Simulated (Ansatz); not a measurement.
**Which way does HfO2 + SnS2 ⇌ HfS2 + SnO2 run?**

Plane-wave DFT in Ansatz with scalar-relativistic PAW potentials, cutoff 500 eV, Γ-centred meshes chosen by cell and gap, Gaussian smearing with energies taken to zero width. Every cell was relaxed (cell and atoms) in a run of its own, within the symmetry of its start. Functional: r2SCAN.

Total energies hold large constants for each element; a whole number of eV per atom of each element is taken off below, which cancels in a balanced reaction.

| compound | lowest structure computed | structures tried | V (Å³/atom) | gap on mesh (eV) | E (eV per formula unit, common shift removed) |
| --- | --- | --- | --- | --- | --- |
| HfO2 | P2_1/c | 12 | 11.54 | 4.59 | -11.4342 |
| SnS2 | P-3m1 | 4 | 24.44 | 1.90 | -0.7480 |
| HfS2 | P-3m1 | 4 | 23.56 | 1.55 | -5.1078 |
| SnO2 | P4_2/mnm | 14 | 12.08 | 1.77 | -5.2140 |

Problem. Work out the reaction energy at 0 K.

Solution. ΔE = E(HfS2) + E(SnO2) − E(HfO2) − E(SnS2) = 1.860 eV, or 180 kJ per mole of reaction (310 meV/atom). The left side is lower: Hf takes O and Sn takes S. Pauling's electronegativities (Hf 1.3, Sn 1.96; O 3.44, S 2.58) would pair Hf with O, the most ionic bond; the result follows that. All four are computed as solids; where they are solids at ordinary conditions entropy changes little. A lower structure that wasn't tried would shift the value, and mixed crystals may lie lower than either side.

Spin-orbit coupling is left out, which matters for the bands of heavy elements. Each cell of HfS2, SnS2 holds layers, and r2SCAN describes their binding at middle range but leaves out its long-range dispersion part.